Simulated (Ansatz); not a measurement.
We consider skutterudite CoSb₃, described by PBE-D3(BJ) in Ansatz (PAW).

Numerical settings: plane-wave cutoff 520 eV, 6×6×6 k mesh, Fermi–Dirac smearing 0.01 eV, no spin polarisation, scalar-relativistic PAW data made under PBE.

On both sides of the equilibrium volume: at 22.346 Å³/atom the pressure is 2.00 GPa and the direct gap at Γ 0.327 eV; at 23.258 Å³/atom they are -1.78 GPa and 0.203 eV. The fitted bulk modulus is 94.2 GPa.

Problem. Work out the volume deformation potential of this gap and its pressure coefficient, in two ways.

Solution. a_V = dE_g/d ln V = (0.203 − 0.327)/ln(23.258/22.346) = -3.10 eV. Since dP = −B d ln V, dE_g/dP = −a_V/B = 33 meV/GPa. Straight from the pressures: (0.327 − 0.203)/(2.00 − (-1.78)) = 33 meV/GPa. At this level and over this range the gap at Γ widens under pressure.

Spin–orbit coupling is not included; it can close the smallest gap of 0.26 eV.

Note: the bulk modulus comes from volumes at which shape and atoms were relaxed.

Ansatz is a program for electronic structure.
